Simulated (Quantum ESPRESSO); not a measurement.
**TiSi2: equation of state with PBEsol**

The system is TiSi2.

```
Ti Si
1.0
    -1.47287    1.71213    4.21208
     1.47287   -1.71213    4.21208
     1.47287    1.71213   -4.21208
Ti Si
1 2
Direct
  0.00000 0.00000 0.00000
  0.67008 0.67008 0.00000
  0.32992 0.32992 0.00000
```

The cell comes from a database or a generator and needn't be the stable form of this composition.

| Quantity | Value |
| --- | --- |
| Program | Quantum ESPRESSO 7.5 |
| Task | equation of state |
| Functional | PBEsol |
| Potentials or basis | GBRV 1.5 PBEsol |
| Cutoff | 612 eV |
| Density cutoff | 4898 eV |
| k mesh | 12 × 12 × 12 |
| Occupations | fermi-dirac, width 0.05 eV |
| Spin | no spin polarisation |
| Mixing beta | 0.5 |
| Most SCF iterations | 120 |
| SCF threshold | 6e-10 Ry |

```
Equilibrium volume                        : 13.80 Å³/atom
Bulk modulus at fixed shape and positions : 149 GPa
Pressure derivative of the bulk modulus   : 4.3
```

Energy against volume, from the lowest point:
```tsv
volume (Å³/atom)	energy (meV/atom)
13.313	8.33
13.596	1.23
13.879	0.00
14.162	4.03
14.446	12.78
14.729	25.76
15.012	42.53
```

All runs of the series together: 11 min on 2 threads of Arm Neoverse V2, with other jobs on the host.

Caveat: the cell was scaled at fixed shape and fractional positions, which overstates the stiffness of a crystal with free parameters, most of all of layers and chains.
